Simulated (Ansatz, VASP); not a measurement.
**Cross-check of GaP between VASP and Ansatz**

Aim: how closely do two programs agree when they are given the same cell, functional and k mesh? The cell is taken from a series of runs on this material, whose earlier steps may have relaxed, scaled, displaced or heated it; both programs get it as it stands.

Method: plane waves, with VASP 6.6.1 beside it; single point at HSE06, in Ansatz 0.2.0.

## 1. The structure

Symmetry: I-4m2, No. 119, tetragonal system. Conventional cell: a = 3.769 Å, b = 3.769 Å, c = 5.533 Å, α = 90.00°, β = 90.00°, γ = 90.00°. Nearest to Ga lie 4 P at 2.34 Å. Nearest to P lie 4 Ga at 2.34 Å. Farther neighbours are not listed.

Structure file:

```cif
data_structure
_symmetry_space_group_name_H-M 'P 1'
_symmetry_Int_Tables_number 1
_cell_length_a 3.7690
_cell_length_b 3.7690
_cell_length_c 5.5332
_cell_angle_alpha 90.000
_cell_angle_beta 90.000
_cell_angle_gamma 90.000
_cell_volume 78.60
loop_
_atom_site_label
_atom_site_type_symbol
_atom_site_fract_x
_atom_site_fract_y
_atom_site_fract_z
_atom_site_occupancy
Ga1 Ga 0.00000 0.00000 0.00000 1
Ga2 Ga 0.50000 0.50000 0.50000 1
P3 P 0.50000 0.00000 0.75000 1
P4 P 0.00000 0.50000 0.25000 1
```

## 2. VASP: single point, HSE06

With cell and atoms fixed, the geometry can't cause a difference; cores, projectors, grids and the points listed under the comparison can.

Lines of VASP's logs that name or quote its potential files are left out, and so is its time.

The run reads the wave functions of an earlier VASP run, which isn't shown here.

The input, INCAR:

```
SYSTEM = GaP
PREC = Accurate
ENCUT = 400
EDIFF = 1E-06
NELM = 100
ISMEAR = -1
SIGMA = 0.02
LREAL = .FALSE.
ALGO = Normal
LHFCALC = .TRUE.
AEXX = 0.25
GGA = PE
HFSCREEN = 0.208
LASPH = .TRUE.
NBANDS = 24
PRECFOCK = Fast
LORBIT = 11
LWAVE = .FALSE.
LCHARG = .FALSE.
KPAR = 8
ISIF = 2
```

The input, POSCAR:

```
GaP
1.0
    3.7689810200      0.0000000000      0.0000000000
    0.0000000000      3.7689810200      0.0000000000
    0.0000000000      0.0000000000      5.5332123895
Ga P
2 2
Direct
    0.0000000000      0.0000000000      0.0000000000
    0.5000000000      0.5000000000      0.5000000000
    0.5000000000      0.0000000000      0.7500000000
    0.0000000000      0.5000000000      0.2500000000
```

The input, KPOINTS:

```
Automatic mesh
0
Gamma
5 5 4
0 0 0
```

Potentials, in the order of the species: Ga_d and P (PBE family, release 64).

The run is started by

```sh
$ mpirun -np 8 vasp_std
```

Numbers of over 12 decimals in the logs are rounded to 6 here.

The log of the run:

```text
[banner, memory and clock lines left out]
running    8 mpi-ranks, on    1 nodes
 distrk:  each k-point on    1 cores,    8 groups
 distr:  one band on    1 cores,    1 groups

 POSCAR found type information on POSCAR GaP
 POSCAR found :  2 types and       4 ions
|                                                                             |
|           W    W    AA    RRRRR   N    N  II  N    N   GGGG   !!!           |
|           W    W   A  A   R    R  NN   N  II  NN   N  G    G  !!!           |
|           W    W  A    A  R    R  N N  N  II  N N  N  G       !!!           |
|           W WW W  AAAAAA  RRRRR   N  N N  II  N  N N  G  GGG   !            |
|           WW  WW  A    A  R   R   N   NN  II  N   NN  G    G                |
|           W    W  A    A  R    R  N    N  II  N    N   GGGG   !!!           |
|                                                                             |
|     For optimal performance we recommend to set                             |
|       NCORE = 2 up to number-of-cores-per-socket                            |
|     NCORE specifies how many cores store one orbital (NPAR=cpu/NCORE).      |
|     This setting can greatly improve the performance of VASP for DFT.       |
|     The default, NCORE=1 might be grossly inefficient on modern             |
|     multi-core architectures or massively parallel machines. Do your        |
|     Unfortunately you need to use the default for GW and RPA                |
|     calculations (for HF NCORE is supported but not extensively tested      |
|     yet).                                                                   |
|                                                                             |

 LDA part: xc-table for (Slater+PW92), standard interpolation
 found WAVECAR, reading the header
 POSCAR, INCAR and KPOINTS ok, starting setup
 FFT: planning ... GRIDC
 FFT: planning ... GRID_SOFT
 FFT: planning ... GRID
 reading WAVECAR
 the WAVECAR file was read successfully
 initial charge from wavefunction
 entering main loop
       N       E                     dE             d eps       ncg     rms          rms(c)
DAV:   1    -0.215077177650E+02   -0.21508E+02   -0.11906E+00  1192   0.213E+01    0.133E+00
DAV:   2    -0.215044314590E+02    0.32863E-02   -0.18481E-01  1184   0.536E+00    0.160E+00
DAV:   3    -0.215021201836E+02    0.23113E-02   -0.18351E-02  1216   0.183E+00    0.109E+00
DAV:   4    -0.215017524250E+02    0.36776E-03   -0.29758E-03  1200   0.498E-01    0.626E-01
DAV:   5    -0.215015701739E+02    0.18225E-03   -0.19684E-04  1080   0.112E-01    0.359E-01
DAV:   6    -0.215015122103E+02    0.57964E-04   -0.42881E-05  1040   0.490E-02    0.206E-01
DAV:   7    -0.215014905578E+02    0.21652E-04   -0.81892E-06   872   0.227E-02    0.116E-01
DAV:   8    -0.215014823402E+02    0.82176E-05   -0.26252E-06   896   0.129E-02    0.641E-02
DAV:   9    -0.215014792562E+02    0.30840E-05   -0.95909E-07   656   0.738E-03    0.354E-02
DAV:  10    -0.215014779007E+02    0.13556E-05   -0.47630E-07   568   0.567E-03    0.187E-02
DAV:  11    -0.215014773233E+02    0.57741E-06   -0.18449E-07   560   0.371E-03
   1 F= -.21501477E+02 E0= -.21501477E+02  d E =-.350785E-11
```

OUTCAR, selected parts (step 2):

```text
ion  position               nearest neighbor table
   1  0.000  0.000  0.000-   3 2.34   4 2.34   4 2.34   3 2.34
   2  0.500  0.500  0.500-   3 2.34   4 2.34   3 2.34   4 2.34
   3  0.500  0.000  0.750-   1 2.34   2 2.34   2 2.34   1 2.34
   4  0.000  0.500  0.250-   1 2.34   2 2.34   1 2.34   2 2.34

  LATTYP: Found a simple tetragonal cell.
 ALAT       =     3.7689810200
 C/A-ratio  =     1.4680923995

 Subroutine GETGRP returns: Found  8 space group operations
 (whereof  8 operations were pure point group operations)

The static configuration has the point symmetry D_2d.

 Found     18 irreducible k-points:

   k-points           NKPTS =     18   k-points in BZ     NKDIM =    100   number of bands    NBANDS=     24

   dimension x,y,z NGX =    28 NGY =   28 NGZ =   36
   dimension x,y,z NGXF=    56 NGYF=   56 NGZF=   72

   ENCUT  =  400.0 eV  29.40 Ry    5.42 a.u.   6.15  6.15  9.02*2*pi/ulx,y,z

   NELECT =      36.0000    total number of electrons

 k-points in reciprocal lattice and weights: Automatic mesh
   0.00000000  0.00000000  0.00000000       0.010
   0.20000000  0.00000000  0.00000000       0.040
   0.40000000  0.00000000  0.00000000       0.040
   0.20000000  0.20000000  0.00000000       0.040
   0.40000000  0.20000000  0.00000000       0.080
   0.40000000  0.40000000  0.00000000       0.040
   0.00000000  0.00000000  0.25000000       0.020
   0.20000000  0.00000000  0.25000000       0.080
   0.40000000  0.00000000  0.25000000       0.080
[...]
0.40000000  0.20000000  0.50000000       0.080
   0.40000000  0.40000000  0.50000000       0.040

  exchange ACFDT corr.  =         0.00000000  see jH, gK, PRB 81, 115126

 average (electrostatic) potential at core
       1 -58.0853       2 -58.0853       3 -79.5844       4 -79.5844

 E-fermi :   5.0453

 k-point     1 :       0.0000    0.0000    0.0000
  band No.  band energies     occupation
    ...
     14       1.6746      2.00000
     15       1.6746      2.00000
     16       4.3636      2.00000
     17       4.5973      2.00000
     18       4.5973      2.00000
     19       6.9440      0.00000
     20       7.3153      0.00000
     21       7.5720      0.00000
     22       9.2690      0.00000
     23       9.2690      0.00000
    ...

 k-point     2 :       0.2000    0.0000    0.0000
  band No.  band energies     occupation
    ...
     14       0.3748      2.00000
     15       1.9962      2.00000
     16       2.3033      2.00000
     17       3.3775      2.00000
     18       4.4463      2.00000
     19       7.4541      0.00000
     20       8.5467      0.00000
     21       9.3468      0.00000
     22       9.6483      0.00000
     23       9.6549      0.00000
    ...

 k-point     3 :       0.4000    0.0000    0.0000
  band No.  band energies     occupation
    ...
     14      -0.4538      2.00000
     15       0.0055      2.00000
     16       1.4275      2.00000
     17       2.8456      2.00000
     18       3.8368      2.00000
     19       8.3771      0.00000
     20       9.0608      0.00000
     21      10.4054      0.00000
     22      10.7266      0.00000
     23      11.4611      0.00000
    ...

  Total        2.1294842      2.1294842      0.3562164      0.0000000      0.0000000      0.0000000
  in kB       43.4069986     43.4069986      7.2610480      0.0000000      0.0000000      0.0000000
  external PRESSURE =      31.3583484 kB  Pullay stress =       0.0000000 kB

  energy-cutoff  :      400.00
  volume of cell :       78.60
      direct lattice vectors                 reciprocal lattice vectors
     3.768981020  0.000000000  0.000000000     0.265323703  0.000000000  0.000000000
     0.000000000  3.768981020  0.000000000     0.000000000  0.265323703  0.000000000
     0.000000000  0.000000000  5.533212390     0.000000000  0.000000000  0.180726842

 POSITION                                       TOTAL-FORCE (eV/Angst)
 -----------------------------------------------------------------------------------
      0.00000      0.00000      0.00000         0.000000      0.000000     -0.000000
      1.88449      1.88449      2.76661        -0.000000     -0.000000      0.000000
      1.88449      0.00000      4.14991        -0.000000     -0.000000     -0.000000
      0.00000      1.88449      1.38330        -0.000000     -0.000000     -0.000000
 -----------------------------------------------------------------------------------
    total drift:                               -0.000012     -0.000019     -0.000015

  FREE ENERGIE OF THE ION-ELECTRON SYSTEM (eV)
  ---------------------------------------------------
  free  energy   TOTEN  =       -21.5014773233 eV

  energy  without entropy=      -21.5014773233  energy(sigma->0) =      -21.50147732

 total charge
# of ion       s       p       d       tot
------------------------------------------
    1        0.829   0.883  10.036  11.747
    2        0.829   0.883  10.036  11.747
    3        1.012   1.568   0.000   2.580
    4        1.012   1.568   0.000   2.580
--------------------------------------------------
tot          3.681   4.901  20.072  28.654

[... 3 further parts left out ...]
```

The run ends at a pressure of 3.14 GPa.

(Part 1 of 2 ends here.)

[Lines on the potential files, build, host, timing and source positions are cut from VASP's logs without a mark.]

[Logs are printed without paths, hosts, clocks, repeated set-up lines and the standing remarks that a program may print on its own settings, such as how far it seeks lower states.]

[Hosts, paths, dates, database ids (printed as entryN), source tags and the programs' standing remarks are cut or masked in the printed files.]
